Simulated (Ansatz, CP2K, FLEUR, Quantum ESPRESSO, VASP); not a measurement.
## BaTiO3: 9 runs at one level of theory

```xyz
5
Lattice="3.9998 0.0000 0.0000 0.0000 3.9998 0.0000 0.0000 0.0000 4.0180" Properties=species:S:1:pos:R:3 pbc="T T T"
Ba    0.0000    0.0000    0.0000
Ti    1.9999    1.9999    1.9688
O     0.0000    1.9999    2.0773
O     1.9999    0.0000    2.0773
O     1.9999    1.9999    0.0763
```

Alike in all runs: task band structure; functional PBE; k mesh 7 × 7 × 7; occupations fermi-dirac, width 0.05 eV; no spin polarisation; no spin-orbit coupling. Pressure is positive in compression and, in plane waves, holds the error of the finite cutoff, which Ansatz's Pulay term estimates and takes out. Gaps are the smaller of the mesh's and the band path's.

```
                                                                     program and potentials  plane-wave cutoff (eV)                             notes  band gap (eV)  pressure (GPa)  largest force (eV/Å)
CP2K, POTENTIAL_UZH Ba GTH-PBE-q10, Ti GTH-PBE-q12, O GTH-PBE-q6; TZVP-MOLOPT-PBE-GTH basis                       -                      atomic basis           1.76            4.08                     -
                                          Quantum ESPRESSO, PseudoDojo 0.5 SR PBE stringent                    1252                                 -           1.85            2.09                 0.309
                                                         Quantum ESPRESSO, Ansatz NC SR PBE                    1238                                 -           1.84            2.28                 0.307
                                             Ansatz, all-electron LAPW, scalar-relativistic                       -                                 -           1.83            2.44                 0.311
                                     Ansatz, Ansatz PAW (files of its older set among them)                     930                                 -           1.83            2.43                 0.311
                                                                          Ansatz, Ansatz NC                    1240  Pulay term of +0.05 GPa included           1.84            2.33                 0.307
                                                                 FLEUR, all-electron, FLAPW                       -                                 -           1.82               -                     -
                                                VASP, PBE PAW files Ba_sv, O, Ti_sv, 520 eV                     520                                 -           1.77            4.22                 0.274
                                                  Ansatz, PAW datasets made for the crystal                     580                                 -           1.83            2.43                 0.311
```

Force on atom 5 (O), eV/Å:

```csv
program and potentials,x,y,z
"Quantum ESPRESSO, PseudoDojo 0.5 SR PBE stringent",0.000,0.000,0.309
"Quantum ESPRESSO, Ansatz NC SR PBE",0.000,0.000,0.307
"Ansatz, all-electron LAPW, scalar-relativistic",0.000,0.000,0.311
"Ansatz, Ansatz PAW (files of its older set among them)",0.000,0.000,0.311
"Ansatz, Ansatz NC",0.000,0.000,0.307
"VASP, PBE PAW files Ba_sv, O, Ti_sv, 520 eV",0.000,0.000,0.274
"Ansatz, PAW datasets made for the crystal",0.000,0.000,0.311
```

The band gap spans 1.76 (CP2K, POTENTIAL_UZH Ba GTH-PBE-q10, Ti GTH-PBE-q12, O GTH-PBE-q6; TZVP-MOLOPT-PBE-GTH basis) to 1.85 eV (Quantum ESPRESSO, PseudoDojo 0.5 SR PBE stringent), with all-electron results at 1.82 to 1.83. The pressure spans 2.09 (Quantum ESPRESSO, PseudoDojo 0.5 SR PBE stringent) to 4.22 GPa (VASP, PBE PAW files Ba_sv, O, Ti_sv, 520 eV), with all-electron results at 2.44. The pressure on the cell as given of CP2K, POTENTIAL_UZH Ba GTH-PBE-q10, Ti GTH-PBE-q12, O GTH-PBE-q6; TZVP-MOLOPT-PBE-GTH basis; VASP, PBE PAW files Ba_sv, O, Ti_sv, 520 eV lies far from the others; the cause wasn't traced. The paths' points differ, which is worth about 0.01 eV. Rows in atomic bases carry the error of their basis and grid, which can be large.

Differences between rows come from potentials, basis sets and numerical settings, since the functional is the same but for its coding. Runs on potential files found faulty are left out.
